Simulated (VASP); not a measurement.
**TiO2: single point with PBE**

The system is TiO2.

```xyz
12
Lattice="6.1536 -1.8835 0.0000 6.1536 1.8835 0.0000 -1.9283 0.0000 6.3290" Properties=species:S:1:pos:R:3 pbc="T T T"
Ti   10.5189    0.0000    1.8329
Ti    1.8562    0.0000    1.7959
Ti   -0.1400    0.0000    4.4961
Ti    8.5226    0.0000    4.5330
O     3.8886    0.0000    1.8569
O     1.9846    0.0000    4.1297
O     8.7534    0.0000    6.2992
O     8.3943    0.0000    2.1993
O    10.3741    0.0000    3.9874
O     1.6255    0.0000    0.0298
O     6.4903    0.0000    4.4721
O     0.0047    0.0000    2.3416
```

The cell comes from a database or a generator and needn't be the stable form of this composition.

- Program: VASP 6.6.1
- Task: single point
- Functional: PBE
- Potentials or basis: VASP PAW PBE potentials, release 64 (Ti_sv, O)
- Cutoff: 520 eV
- k mesh: 8 × 8 × 4
- Occupations: fermi-dirac, width 0.05 eV
- Spin: no spin polarisation
- Further INCAR settings: ALGO = Normal; EDIFF = 1e-07; NBANDS = 60

The pressure is -0.6 GPa. The largest force is 0.113 eV/Å and the band gap on the k mesh is 2.73 eV, indirect (least direct gap 2.90 eV).

Forces on the atoms (eV/Å):
```
Ti   0.003  0.000 -0.045
Ti  -0.052  0.000 -0.101
Ti  -0.003  0.000  0.045
Ti   0.052  0.000  0.101
O   -0.022  0.000 -0.011
O   -0.001  0.000  0.028
O   -0.039  0.000 -0.011
O    0.001  0.000 -0.028
O    0.004  0.000  0.019
O    0.039  0.000  0.011
O    0.022  0.000  0.011
O   -0.004  0.000 -0.019
```

Levels at points of the mesh, in eV from the valence-band top:
```tsv
k point	band 46	band 47	band 48	band 49	band 50	band 51
(0.00, 0.00, 0.00)	-0.74	-0.35	-0.17	2.73	3.07	3.30
(0.50, 0.00, 0.00)	-0.47	-0.21	-0.12	3.10	3.15	3.57
(0.50, 0.50, 0.00)	-0.62	-0.39	-0.11	2.86	2.91	3.41
(0.00, 0.00, 0.50)	-0.66	-0.58	-0.43	2.84	3.10	3.26
(0.50, 0.00, 0.50)	-0.51	-0.09	-0.01	3.14	3.19	3.42
(0.50, 0.50, 0.50)	-0.41	-0.21	-0.20	2.98	3.09	3.23
```

Run time: 35 min on 1 thread of Intel(R) Xeon(R) Platinum 8488C (Sapphire Rapids), on a shared host, peak memory 0.64 GiB.

A k mesh can miss the band edges.
